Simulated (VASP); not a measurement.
**AlN: single point with r2SCAN**

AlN:

```
Al N
1.0
     0.00000    1.98384    1.98384
     1.98384    0.00000    1.98384
     1.98384    1.98384    0.00000
Al N
1 1
Direct
  0.50000 0.50000 0.50000
  0.00000 0.00000 0.00000
```

Measurements of this composition are mostly on another form, of space group No. 186.

The cell isn't the ideal one: functional r2SCAN, strained and moved within the space group.

```json
{"Program": "VASP 6.6.1", "Task": "single point", "Functional": "r2SCAN", "Potentials or basis": "VASP PAW PBE potentials, release 64 (Al, N)", "Cutoff": "520 eV", "k mesh": "10 × 10 × 10", "Occupations": "gaussian, width 0.02 eV", "Spin": "no spin polarisation"}
```

- Pressure: 15.2 GPa
- Band gap on the k mesh: 5.88 eV, indirect (least direct gap 7.39 eV)

Levels at points of the mesh, in eV from the valence-band top:
| k point | band 2 | band 3 | band 4 | band 5 | band 6 | band 7 |
| --- | --- | --- | --- | --- | --- | --- |
| (0.00, 0.00, 0.00) | 0.00 | 0.00 | 0.00 | 7.39 | 13.10 | 13.10 |
| (0.50, 0.00, 0.00) | -8.82 | -1.27 | -1.27 | 7.29 | 12.39 | 12.39 |
| (0.50, 0.50, 0.00) | -7.94 | -3.05 | -3.05 | 5.88 | 6.07 | 16.11 |

Wall time 20 s on 1 thread of AMD EPYC 9R45 96-Core Processor (Zen 5), with other jobs on the host, peak memory 0.11 GiB.

Caveat: so large a pressure means that the cell lies far from this level's equilibrium, or that cutoff or potentials fall short; the potentials were made for another functional, which shifts forces and pressure. A k mesh can miss the band edges.
